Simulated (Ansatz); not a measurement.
## Ba under changes of volume

One of the cells (62.989 Å³/atom); the others are scaled copies at fixed shape and fractional positions:

```xyz
1
Lattice="-2.5065 2.5065 2.5065 2.5065 -2.5065 2.5065 2.5065 2.5065 -2.5065" Properties=species:S:1:pos:R:3 pbc="T T T"
Ba    0.0000    0.0000    0.0000
```

| Quantity | Value |
| --- | --- |
| Program | Ansatz 0.2.0 |
| Functional | PBE |
| Potentials or basis | Ansatz NC |
| Cutoff | 770 eV (not typed: the program's choice for these potentials) |
| k mesh | 8 × 8 × 8 |
| Occupations | fermi-dirac, width 0.05 eV |
| Spin | no spin polarisation |

```tsv
volume (Å³/atom)	energy over the lowest point (meV/atom)	pressure (GPa)
59.209	6.41	0.6
60.469	2.62	0.4
61.729	0.53	0.2
62.989	0.00	0.0
64.249	?	?
65.508	3.14	-0.3
66.768	6.58	-0.5
```

Q: What does the run at 64.249 Å³/atom give?

A: Energy over the lowest point 0.91 meV/atom; pressure -0.2 GPa.

Worked out: A Birch-Murnaghan fit of order 3 (a polynomial in V^(-2/3)) to the other rows has its minimum at 62.80 Å³/atom with B0 = V·E''(V) = 9.2 GPa and B' = 3.2. It gives 0.91 meV/atom at 64.249 Å³/atom, against the run's 0.91, and -dE/dV = -0.2 GPa, against -0.2.

Energies are extrapolated to zero smearing.
